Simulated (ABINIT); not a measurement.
# Te2Pt (Moncheite) (P-3m1) in ABINIT: equation of state

Aim: energy against volume of Te2Pt (Moncheite) in PBE, for its equilibrium volume and stiffness.

Everything below comes from runs of ABINIT 10.8.3 (patched build). Logs are shortened: lines on timing, memory, paths and dates and some standing lists are left out, and cuts for length are marked. The log counts tension as positive stress, the text compression.

### Step 1. Starting point

It takes space group P-3m1 (No. 164, trigonal). The conventional cell has a = 4.010 Å, b = 4.010 Å, c = 5.201 Å, α = 90.00°, β = 90.00°, γ = 120.00°. Pt (site symmetry -3m) is surrounded by 6 Te at 2.66 Å. Te (site symmetry 3m) is surrounded by 3 Pt at 2.66 Å.

### Step 2. Equation of state, PBE

run.abi reads:

```
# Datasets: one volume each
ndtset 7
getwfk -1
scalecart1 3*0.9795861087
scalecart2 3*0.9864848297
scalecart3 3*0.9932883884
scalecart4 3*1.0000000000
scalecart5 3*1.0066227096
scalecart6 3*1.0131594038
scalecart7 3*1.0196128224

# Pseudopotentials
pp_dirpath "./"
pseudos "Pt.GGA_PBE-JTH.xml, Te.GGA_PBE-JTH.xml"

# Structure
acell 3*1.0 Angstrom
rprim
     4.0100000000     0.0000000000     0.0000000000
    -2.0050000000     3.4727618692     0.0000000000
     0.0000000000     0.0000000000     5.2010000000
ntypat 2
znucl 78 52
natom 3
typat 1 2 2
xred
     0.0000000000     0.0000000000     0.0000000000
     0.6666666667     0.3333333333     0.7500000000
     0.3333333333     0.6666666667     0.2500000000

# Plane-wave basis
ecut 16.0
pawecutdg 32.0
pawxcdev 0

# k points
kptopt 1
ngkpt 8 8 5
nshiftk 1
shiftk 0.0 0.0 0.0

# Exchange and correlation
ixc 11

# Bands and occupations
nband 15
occopt 3
tsmear 0.05 eV

# SCF cycle
nstep 100
tolvrs 1.0e-9

# Output
iomode 3
prtwf 1
prtden 0
prteig 0
prtebands 0
enunit 2
```

Potentials or basis: JTH PAW PBE v2.0.

Started as:

```
$ abinit run.abi > log 2>&1
```

run.abo:

```text
.Version 10.8.3 of ABINIT
 DATASET    1 : space group P-3 m 1 (#164); Bravais hP (primitive hexag.)
================================================================================
 Values of the parameters that define the memory need for DATASET  1.
     intxc =       0    ionmov =       0      iscf =      17    lmnmax =      18
     lnmax =       6     mgfft =      36  mpssoang =       3    mqgrid =    3001
     natom =       3  nloc_mem =       2    nspden =       1   nspinor =       1
    nsppol =       1      nsym =      12    n1xccc =       1    ntypat =       2
    occopt =       3   xclevel =       2
       mpw =        1418          nfft =       32400          nkpt =          40
 PAW method is used; the additional fine FFT grid is defined by:
   mgfftf=        50    nfftf =     80000
================================================================================
================================================================================
[... 71 lines left out ...]
 DATASET    7 : space group P-3 m 1 (#164); Bravais hP (primitive hexag.)
================================================================================
 Values of the parameters that define the memory need for DATASET  7.
     intxc =       0    ionmov =       0      iscf =      17    lmnmax =      18
     lnmax =       6     mgfft =      40  mpssoang =       3    mqgrid =    3001
     natom =       3  nloc_mem =       2    nspden =       1   nspinor =       1
    nsppol =       1      nsym =      12    n1xccc =       1    ntypat =       2
    occopt =       3   xclevel =       2
       mpw =        1594          nfft =       36000          nkpt =          40
 PAW method is used; the additional fine FFT grid is defined by:
   mgfftf=        54    nfftf =     86400
================================================================================
================================================================================

--------------------------------------------------------------------------------
------------- Echo of variables that govern the present computation ------------
--------------------------------------------------------------------------------
 -outvars: echo values of preprocessed input variables --------
            acell      1.8897261259E+00  1.8897261259E+00  1.8897261259E+00 Bohr
              amu      1.95080000E+02  1.27600000E+02
             ecut      1.60000000E+01 Hartree
           enunit           2
           getwfk          -1
              ixc          11
           jdtset        1    2    3    4    5    6    7
         kptrlatt        8    0    0      0    8    0      0    0    5
          kptrlen1     4.81391418E+01
          kptrlen2     4.84781610E+01
          kptrlen3     4.88125037E+01
          kptrlen4     4.91423279E+01
          kptrlen5     4.94677833E+01
          kptrlen6     4.97890116E+01
          kptrlen7     5.01061477E+01
            natom           3
            nband          15
           ndtset           7
            ngfft1         30      30      36
            ngfft2         30      30      36
            ngfft3         30      30      36
            ngfft4         30      30      36
            ngfft5         30      30      36
            ngfft6         30      30      36
            ngfft7         30      30      40
          ngfftdg1         40      40      50
          ngfftdg2         40      40      50
          ngfftdg3         40      40      50
          ngfftdg4         40      40      54
          ngfftdg5         40      40      54
          ngfftdg6         40      40      54
          ngfftdg7         40      40      54
             nkpt          40
            nstep         100
             nsym          12
           ntypat           2
           occopt           3
        pawecutdg      3.20000000E+01 Hartree
         pawxcdev           0
           prtden           0
        prtebands           0
           prteig           0
            rprim1     3.9281402959E+00  0.0000000000E+00  0.0000000000E+00
                      -1.9640701479E+00  3.4018692859E+00  0.0000000000E+00
                       0.0000000000E+00  0.0000000000E+00  5.0948273513E+00
            rprim2     3.9558041671E+00  0.0000000000E+00  0.0000000000E+00
                      -1.9779020835E+00  3.4258269011E+00  0.0000000000E+00
                       0.0000000000E+00  0.0000000000E+00  5.1307075993E+00
            rprim3     3.9830864375E+00  0.0000000000E+00  0.0000000000E+00
                      -1.9915432187E+00  3.4494540404E+00  0.0000000000E+00
                       0.0000000000E+00  0.0000000000E+00  5.1660929081E+00
            rprim4     4.0100000000E+00  0.0000000000E+00  0.0000000000E+00
                      -2.0050000000E+00  3.4727618692E+00  0.0000000000E+00
                       0.0000000000E+00  0.0000000000E+00  5.2010000000E+00
            rprim5     4.0365570655E+00  0.0000000000E+00  0.0000000000E+00
                      -2.0182785327E+00  3.4957609626E+00  0.0000000000E+00
                       0.0000000000E+00  0.0000000000E+00  5.2354447126E+00
            rprim6     4.0627692092E+00  0.0000000000E+00  0.0000000000E+00
                      -2.0313846046E+00  3.5184613449E+00  0.0000000000E+00
                       0.0000000000E+00  0.0000000000E+00  5.2694420592E+00
            rprim7     4.0886474178E+00  0.0000000000E+00  0.0000000000E+00
                      -2.0443237089E+00  3.5408725310E+00  0.0000000000E+00
                       0.0000000000E+00  0.0000000000E+00  5.3030062893E+00
          spgroup         164
           tolvrs      1.00000000E-09
           tsmear      1.83746611E-03 Hartree
            typat      1  2  2
           useylm           1
           xangst1     0.0000000000E+00  0.0000000000E+00  0.0000000000E+00
                       1.9640701479E+00  1.1339564286E+00  3.8211205135E+00
                      -4.6435501218E-16  2.2679128573E+00  1.2737068378E+00
           xangst2     0.0000000000E+00  0.0000000000E+00  0.0000000000E+00
                       1.9779020835E+00  1.1419423004E+00  3.8480306995E+00
                      -3.8653293352E-16  2.2838846008E+00  1.2826768998E+00
           xangst3     0.0000000000E+00  0.0000000000E+00  0.0000000000E+00
                       1.9915432187E+00  1.1498180135E+00  3.8745696811E+00
                      -4.6537172003E-16  2.2996360269E+00  1.2915232270E+00
           xangst4     0.0000000000E+00  0.0000000000E+00  0.0000000000E+00
                       2.0050000000E+00  1.1575872897E+00  3.9007500000E+00
                       5.7663674994E-17  2.3151745795E+00  1.3002500000E+00
           xangst5     0.0000000000E+00  0.0000000000E+00  0.0000000000E+00
                       2.0182785327E+00  1.1652536542E+00  3.9265835345E+00
                      -1.8213265975E-17  2.3305073084E+00  1.3088611782E+00
           xangst6     0.0000000000E+00  0.0000000000E+00  0.0000000000E+00
                       2.0313846046E+00  1.1728204483E+00  3.9520815444E+00
[... 10 lines left out ...]
            xcart3     0.0000000000E+00  0.0000000000E+00  0.0000000000E+00
                       3.7634712513E+00  2.1728411401E+00  7.3218755529E+00
                      -8.7942509761E-16  4.3456822801E+00  2.4406251843E+00
            xcart4     0.0000000000E+00  0.0000000000E+00  0.0000000000E+00
                       3.7889008824E+00  2.1875229444E+00  7.3713491856E+00
                       1.0896855315E-16  4.3750458889E+00  2.4571163952E+00
            xcart5     0.0000000000E+00  0.0000000000E+00  0.0000000000E+00
                       3.8139936727E+00  2.2020102736E+00  7.4201674907E+00
                      -3.4418084550E-17  4.4040205473E+00  2.4733891636E+00
            xcart6     0.0000000000E+00  0.0000000000E+00  0.0000000000E+00
                       3.8387605591E+00  2.2163094422E+00  7.4683517461E+00
                      -1.0302410983E-15  4.4326188844E+00  2.4894505820E+00
            xcart7     0.0000000000E+00  0.0000000000E+00  0.0000000000E+00
                       3.8632119225E+00  2.2304264434E+00  7.5159221481E+00
                      -1.0311459805E-15  4.4608528869E+00  2.5053073827E+00
             xred      0.0000000000E+00  0.0000000000E+00  0.0000000000E+00
                       6.6666666667E-01  3.3333333333E-01  7.5000000000E-01
                       3.3333333333E-01  6.6666666667E-01  2.5000000000E-01
            znucl       78.00000   52.00000

================================================================================

 chkinp: Checking input parameters for consistency, jdtset=   1.

 chkinp: Checking input parameters for consistency, jdtset=   2.
[... 40 lines left out ...]
 getcut: wavevector=  0.0000  0.0000  0.0000  ngfft=  40  40  50
         ecut(hartree)=     32.000   => boxcut(ratio)=   2.03940

--- Pseudopotential description ------------------------------------------------
- pspini: atom type   1  psp file is ./Pt.GGA_PBE-JTH.xml
 Pseudopotential format is: paw10
 basis_size (lnmax)=  6 (lmn_size= 18), orbitals=   0   0   1   1   2   2
 Spheres core radius: rc_sph= 2.51621648
 Shapefunction is SIN type: shapef(r)=[sin(pi*r/rshp)/(pi*r/rshp)]**2
 Radius for shape functions =  2.25451594
 Compensation charge density is not taken into account in XC energy/potential

- pspini: atom type   2  psp file is ./Te.GGA_PBE-JTH.xml
 Pseudopotential format is: paw10
 basis_size (lnmax)=  4 (lmn_size=  8), orbitals=   0   0   1   1
 Spheres core radius: rc_sph= 2.31107438
 Shapefunction is SIN type: shapef(r)=[sin(pi*r/rshp)/(pi*r/rshp)]**2
 Radius for shape functions =  2.10488624
 Compensation charge density is not taken into account in XC energy/potential

   5.54887579E+03                                ecore*ucvol(ha*bohr**3)
--------------------------------------------------------------------------------

================================================================================

--- !BeginCycle
iteration_state: {dtset: 1, }
solver: {iscf: 17, nstep: 100, nline: 4, wfoptalg: 10, }
tolerances: {tolvrs: 1.00E-09, }
...
[... 1381 lines left out ...]
-Cartesian components of stress tensor (GPa)         [Pressure=  2.7982E+00 GPa]
- sigma(1 1)= -2.75430376E+00  sigma(3 2)=  0.00000000E+00
- sigma(2 2)= -2.75430377E+00  sigma(3 1)=  0.00000000E+00
- sigma(3 3)= -2.88612311E+00  sigma(2 1)=  0.00000000E+00

== END DATASET(S) ==============================================================
================================================================================

 -outvars: echo values of variables after computation  --------
            acell      1.8897261259E+00  1.8897261259E+00  1.8897261259E+00 Bohr
           etotal1    -4.3681537576E+01
           etotal2    -4.3687547164E+01
           etotal3    -4.3692388932E+01
           etotal4    -4.3696180165E+01
           etotal5    -4.3699043718E+01
           etotal6    -4.3701075066E+01
           etotal7    -4.3702361862E+01
            fcart1     2.4182545782E-29  6.9808996585E-29 -0.0000000000E+00
                       9.6730183130E-29  2.7923598634E-29 -4.1150727689E-02
                      -1.2091272891E-28 -9.7732595219E-29  4.1150727689E-02
            fcart2    -0.0000000000E+00 -5.5456644650E-29 -0.0000000000E+00
                       7.2040294614E-29  3.1887570674E-28 -3.4674000360E-02
                      -7.2040294614E-29 -2.6341906209E-28  3.4674000360E-02
            fcart3    -0.0000000000E+00 -0.0000000000E+00 -0.0000000000E+00
                       7.1546852449E-29  2.0653797260E-28 -2.8741201836E-02
                      -7.1546852449E-29 -2.0653797260E-28  2.8741201836E-02
            fcart4    -0.0000000000E+00 -0.0000000000E+00 -2.3129646346E-18
[... 52 lines left out ...]
           xangst3     0.0000000000E+00  0.0000000000E+00  0.0000000000E+00
                       1.9915432187E+00  1.1498180135E+00  3.8745696811E+00
                      -4.6537172003E-16  2.2996360269E+00  1.2915232270E+00
           xangst4     0.0000000000E+00  0.0000000000E+00  0.0000000000E+00
                       2.0050000000E+00  1.1575872897E+00  3.9007500000E+00
                       5.7663674994E-17  2.3151745795E+00  1.3002500000E+00
           xangst5     0.0000000000E+00  0.0000000000E+00  0.0000000000E+00
                       2.0182785327E+00  1.1652536542E+00  3.9265835345E+00
                      -1.8213265975E-17  2.3305073084E+00  1.3088611782E+00
           xangst6     0.0000000000E+00  0.0000000000E+00  0.0000000000E+00
                       2.0313846046E+00  1.1728204483E+00  3.9520815444E+00
                      -5.4518011060E-16  2.3456408966E+00  1.3173605148E+00
           xangst7     0.0000000000E+00  0.0000000000E+00  0.0000000000E+00
                       2.0443237089E+00  1.1802908437E+00  3.9772547170E+00
                      -5.4565895365E-16  2.3605816873E+00  1.3257515723E+00
             xred      0.0000000000E+00  0.0000000000E+00  0.0000000000E+00
                       6.6666666667E-01  3.3333333333E-01  7.5000000000E-01
                       3.3333333333E-01  6.6666666667E-01  2.5000000000E-01
 Calculation completed.
```

Run time: 4.7 min. Hardware: 1 thread of Arm Neoverse V1, shared host; peak memory 0.17 GiB.

What came out:

| Property | Result |
| --- | --- |
| Equilibrium volume | 26.34 Å³/atom (rough: see the caveat) |
| Bulk modulus at fixed shape and positions | 91 GPa (rough) |

Energy against volume, from the lowest point:
| volume (Å³/atom) | energy (meV/atom) |
| --- | --- |
| 22.694 | 188.89 |
| 23.177 | 134.38 |
| 23.660 | 90.46 |
| 24.143 | 56.07 |
| 24.626 | 30.10 |
| 25.108 | 11.67 |
| 25.591 | 0.00 |

Caveat: pressures at fixed basis lie under the slope of the energies; the minimum lies outside the volumes run; the cell was scaled at fixed shape and fractional positions, which overstates the stiffness of a crystal with free parameters, most of all of layers and chains.
